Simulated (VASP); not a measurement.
## SnTe: equation of state with r2SCAN

Crystal: SnTe.

```xyz
2
Lattice="0.0000 3.5849 3.5849 3.5849 0.0000 3.5849 3.5849 3.5849 0.0000" Properties=species:S:1:pos:R:3 pbc="T T T"
Te    1.7924    1.7924    1.7924
Sn    0.0000    0.0000    0.0000
```

Measurements of this composition are mostly on another form, of space group No. 225.

| Quantity | Value |
| --- | --- |
| Program | VASP 6.6.1 |
| Task | equation of state |
| Functional | r2SCAN |
| Potentials or basis | VASP PAW PBE potentials, release 64 (Te, Sn_d) |
| Cutoff | 520 eV |
| k mesh | 6 × 6 × 6 |
| Occupations | gaussian, width 0.02 eV |
| Spin | no spin polarisation |
| Ladder | gaps |
| Further INCAR settings | ALGO = Normal; EDIFF = 1e-07 |

* Equilibrium volume: 46.09 Å³/atom
* Bulk modulus: 27 GPa
* Pressure derivative of the bulk modulus: 4.2 (rough: it moves with the points fitted)

Energy against volume, from the lowest point:
| volume (Å³/atom) | energy (meV/atom) |
| --- | --- |
| 44.227 | 6.80 |
| 45.149 | 1.68 |
| 46.070 | 0.00 |
| 46.991 | 1.42 |
| 47.913 | 5.63 |

All runs of the series together: 7.7 min on 1 thread of Intel(R) Xeon(R) Platinum 8488C (Sapphire Rapids), on a shared host.

Caveat: the PAW data sets were made with another functional, which shifts forces and pressure a little. Spin-orbit coupling is left out, which matters for the levels of Te.
